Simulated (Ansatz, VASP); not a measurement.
## GaSb in VASP and in Ansatz

POSCAR

```
GaSb
1.0
    0.0000000000      3.0962420905      3.0962420905
    3.0962420905      0.0000000000      3.0962420905
    3.0962420905      3.0962420905      0.0000000000
Ga Sb
1 1
Direct
    0.0000000000      0.0000000000      0.0000000000
    0.2500000000      0.2500000000      0.2500000000
```

INCAR.step1

```
SYSTEM = GaSb
PREC = Accurate
ENCUT = 520
ISMEAR = -1
SIGMA = 0.02
LREAL = .FALSE.
LASPH = .TRUE.
NELM = 80
NBANDS = 16
GGA = PE
ALGO = Normal
EDIFF = 1E-4
LWAVE = .TRUE.
LCHARG = .FALSE.
```

Contents of INCAR.step2:

```
SYSTEM = GaSb
PREC = Accurate
ENCUT = 520
EDIFF = 1E-7
ISMEAR = -1
SIGMA = 0.02
LREAL = .FALSE.
LASPH = .TRUE.
NELM = 80
ALGO = Normal
ISIF = 2
LWAVE = .FALSE.
LCHARG = .FALSE.
METAGGA = R2SCAN
LMIXTAU = .TRUE.
NBANDS = 16
ISTART = 1
```

The input KPOINTS:

```
regular mesh
0
G
  6 6 6
  0 0 0
```

Input for Ansatz:

```yaml
crystal:
  lattice:
    - [0.0, 3.0962420905, 3.0962420905]
    - [3.0962420905, 0.0, 3.0962420905]
    - [3.0962420905, 3.0962420905, 0.0]
  atoms:
    - { symbol: Ga, position: [0.0, 0.0, 0.0] }
    - { symbol: Sb, position: [0.25, 0.25, 0.25] }
kpoints:
  mp_grid: { grid: [6, 6, 6] }
hamiltonian:
  xc: r2scan
scf:
  occupations: { method: fermi_dirac, width: 0.02 }
  n_extra_bands: 4
output:
  forces: true
  stress: true
  eigenvalues: true
```

Alike in both runs: task single point; functional r2SCAN; k mesh 6 × 6 × 6; occupations fermi-dirac, width 0.02 eV; no spin polarisation.

|  | VASP | Ansatz |
| --- | --- | --- |
| version | VASP 6.6.1 | Ansatz 0.2.0 |
| potentials or method | VASP PAW PBE potentials, release 64 (Ga_d, Sb) | plane waves, PAW |
| plane-wave cutoff (eV) | 520 | 500 |
| valence electrons in the cell | 18 | 28 |

Ansatz gave:

- pressure (GPa): -1.5

Problem. Which values does VASP return?

Solution. Pressure (GPa): -1.4.

The functional is the same, so the differences come from potentials, cutoffs and numerics. The two sets of potentials don't hold the same shells in valence.

Caveats: the PAW data sets were made with another functional, which shifts forces and pressure a little (VASP); spin-orbit coupling is left out, which moves the levels of the heavy elements.
